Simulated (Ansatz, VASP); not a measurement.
**Nb: VASP beside Ansatz**

File INCAR:

```
  ALGO = Normal
  EDIFF = 1E-6
  ENCUT = 520
  GGA = CA
  ISIF = 2
  ISMEAR = -1
  LASPH = True
  LCHARG = True
  LELF = True
  LREAL = False
  LVHAR = True
  LWAVE = False
  NBANDS = 12
  NELM = 80
  PREC = Accurate
  SIGMA = 0.1
```

Contents of KPOINTS:

```
k-points
0
Gamma
  16 16 16
```

POSCAR

```
Nb
1.0
   -1.3995610426      1.3995610426      1.3995610426
    1.3995610426     -1.3995610426      1.3995610426
    1.3995610426      1.3995610426     -1.3995610426
Nb
1
Direct
    0.0000000000      0.0000000000      0.0000000000
```

Input for Ansatz:

```yaml
crystal:
  lattice:
    - [-1.3995610426, 1.3995610426, 1.3995610426]
    - [1.3995610426, -1.3995610426, 1.3995610426]
    - [1.3995610426, 1.3995610426, -1.3995610426]
  atoms:
    - { symbol: Nb, position: [0.0, 0.0, 0.0] }
kpoints:
  mp_grid: { grid: [16, 16, 16] }
scf:
  occupations: { method: fermi_dirac, width: 0.1 }
hamiltonian:
  xc: lda
  pseudopotentials: { kind: paw }
output:
  forces: true
  stress: true
  eigenvalues: true
  populations: true
```

Change from the starting cell: volume scaled by 0.64, PAW files.

Alike in both runs: task single point; functional LDA; k mesh 16 × 16 × 16; occupations fermi-dirac, width 0.1 eV; no spin polarisation.

```csv
,VASP,Ansatz
version,VASP 6.6.1,Ansatz 0.2.0
potentials or method,"VASP PAW LDA potentials, release 64 (Nb_sv)","PAW with Ansatz's default frozen-core files, scalar-relativistic"
plane-wave cutoff (eV),520,420
valence electrons in the cell,13,13
```

|  | VASP | Ansatz | Ansatz less VASP |
| --- | --- | --- | --- |
| pressure (GPa) | 195.2 | 194.0 | -1.17 |

Caveats: the cell as given lies far from equilibrium; so large a pressure means that the cell lies far from this level's equilibrium, or that cutoff or potentials fall short (VASP).
